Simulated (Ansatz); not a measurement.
## Zr: pressure against volume, fitted

```
CELL_PARAMETERS angstrom
-1.81000 1.81000 1.81000
1.81000 -1.81000 1.81000
1.81000 1.81000 -1.81000
ATOMIC_POSITIONS crystal
Zr 0.00000 0.00000 0.00000
```

The conventional cell has a = 3.620 Å, b = 3.620 Å, c = 3.620 Å, α = 90.00°, β = 90.00°, γ = 90.00°. Around Zr (atom 1) lie 8 Zr at 3.14 Å.

The geometry is COD entry 9008559, unchecked; take it as a test cell.

Level of theory: DFT, PBE, all-electron LAPW, scalar-relativistic in Ansatz 0.2.0.

Numerical set-up: a Γ-centred 14×14×14 k mesh, Fermi–Dirac smearing of 0.08 eV, basis error target 0.5 meV/atom, no spin polarisation.

The cell is scaled evenly. Fractional coordinates are held (clamped ions).

| V (Å³/atom) | P (GPa) |
| --- | --- |
| 22.533 | 1.28 |
| 22.770 | 0.35 |
| 23.126 | -0.98 |
| 23.245 | -1.41 |
| 23.482 | -2.23 |
| 23.719 | -3.02 |
| 23.956 | -3.78 |
| 24.193 | -4.50 |
| 24.312 | -4.86 |
| 24.668 | -5.87 |
| 24.905 | -6.50 |
| 25.142 | -7.11 |

(1) Fit a third-order Birch–Murnaghan curve to the pressures.

(2) Predict the pressure at the withheld volume, 22.296 Å³/atom.

Answers

(1) P = (3B0/2)(y^(7/2) − y^(5/2))[1 + (3/4)(B0′ − 4)(y − 1)] with y = (V0/V)^(2/3) fits within 0.01 GPa for V0 = 22.861 Å³/atom, B0 = 86.9 GPa and B0′ = 3.11.

(2) There y = 1.0168, so the fit gives 2.26 GPa; the run gave 2.26 GPa.
